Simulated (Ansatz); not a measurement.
## WSe₂ (P-6m2), a sublattice moved along a line

Computed with Ansatz 0.2.0, DFT PBEsol, scalar-relativistic, plane waves, PAW. Cutoff 420 eV, Γ-centred 12×12×2 k-points, Gaussian smearing of 0.05 eV. Spin–orbit coupling is left out, which matters for the heavy elements here. No spin polarisation. Energies are free energies at this smearing, counted from the undisturbed cell; pressure is positive in compression.

Reference structure (as given, not relaxed at this level; it stands at -1.1 GPa; this form isn't the usual structure):

```xyz
3
Lattice="3.3179 0.0000 0.0000 -1.6590 2.8734 0.0000 0.0000 0.0000 16.6581" Properties=species:S:1:pos:R:3 pbc="T T T"
W    -1.6590    2.8734    0.0000
Se    0.0000    1.9156    1.6623
Se    0.0000    1.9156   14.9959
```

The cell holds layers and no dispersion correction was added, so their binding is poorly described.

Every Se atom is moved by x along the Cartesian unit vector (0.000, -0.755, -0.655); the cell and all other atoms stay fixed.

| x (Å) | ΔE (meV/cell) | force along x on the moved atoms (eV/Å) | pressure (GPa) | gap on the mesh (eV) |
| --- | --- | --- | --- | --- |
| -0.5000 | 2771.7 | 10.66 | 4.9 | 0.05 |
| -0.3750 | 1575.9 | 8.34 | 2.3 | 0.67 |
| -0.2500 | 702.2 | 5.61 | 0.5 | 1.28 |
| -0.1250 | 175.8 | 2.81 | -0.7 | 1.51 |
| 0.0000 | 0.0 | 0.00 | -1.1 | 1.52 |
| 0.1250 | 178.9 | -2.89 | -0.7 | 1.51 |
| 0.2500 | 733.7 | -6.06 | 0.6 | 1.27 |
| 0.3750 | 1722.9 | -9.93 | 2.9 | 0.74 |
| 0.4375 | 2415.9 | -12.31 | 4.5 | 0.47 |
| 0.5000 | 3271.6 | -15.16 | 6.5 | 0.17 |